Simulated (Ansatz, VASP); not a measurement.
One calculation of W, two programs

The input INCAR:

```
SYSTEM = W
PREC = Accurate
ENCUT = 600
EDIFF = 1E-7
ISMEAR = 0
SIGMA = 0.1
LREAL = .FALSE.
LASPH = .TRUE.
NELM = 100
ALGO = Fast
ISIF = 3
LWAVE = .FALSE.
LCHARG = .FALSE.
GGA = PE
IVDW = 12
IBRION = 2
NSW = 100
EDIFFG = -0.005
```

The input KPOINTS:

```
regular mesh
0
G
  18 18 18
  0 0 0
```

The input POSCAR:

```
W
1.0
   -1.5802524306      1.5802524306      1.5802524306
    1.5802524306     -1.5802524306      1.5802524306
    1.5802524306      1.5802524306     -1.5802524306
W
1
Direct
    0.0000000000      0.0000000000      0.0000000000
```

Input for Ansatz:

```yaml
crystal:
  lattice:
    - [-1.5802524303, 1.5802524303, 1.5802524303]
    - [1.5802524303, -1.5802524303, 1.5802524303]
    - [1.5802524303, 1.5802524303, -1.5802524303]
  atoms:
    - { symbol: W, position: [0.0, 0.0, 0.0] }
basis:
  ecutwfc: 420
kpoints:
  mp_grid: { grid: [18, 18, 18] }
hamiltonian:
  xc: pbe
  dispersion: d3bj
scf:
  occupations: { method: gaussian, width: 0.1 }
output:
  forces: true
  stress: true
  eigenvalues: true
  write_density: true
  write_potential: true
  elf: true
  volumetric_format: npy
relax:
  adjacent_minimum: "off"
  f_tol: 0.005
  max_steps: 80
  cell: { stress_tol: 0.05 }
```

Alike in both runs: task relaxation of cell and atoms; functional PBE; dispersion D3(BJ); k mesh 18 × 18 × 18; occupations gaussian, width 0.1 eV; no spin polarisation.

```csv
,VASP,Ansatz
version,VASP 6.6.1,Ansatz 0.2.0
potentials or method,"VASP PAW PBE potentials, release 64 (W_sv)","scalar-relativistic, plane waves, PAW"
plane-wave cutoff (eV),600,420
valence electrons in the cell,14,14
```

Ansatz gave:

```
gap on the k mesh at the Fermi level, each at its own relaxed structure (eV) : none
relaxed volume (Å³/atom)                                                     : 15.77
relaxed cell length with the largest relative difference (Å)                 : 2.736
```

**Question.** What did VASP give for the same quantities?

**Answer.** gap on the k mesh at the Fermi level, each at its own relaxed structure (eV): none; relaxed volume (Å³/atom): 15.80; relaxed cell length with the largest relative difference (Å): 2.738.

A gap of «none» marks a metal or a gap that the smearing closes.

Caveats: pairwise dispersion overbinds metals, which lowers pressure and volume. The runs have no spin-orbit coupling, so splittings on W are missing.
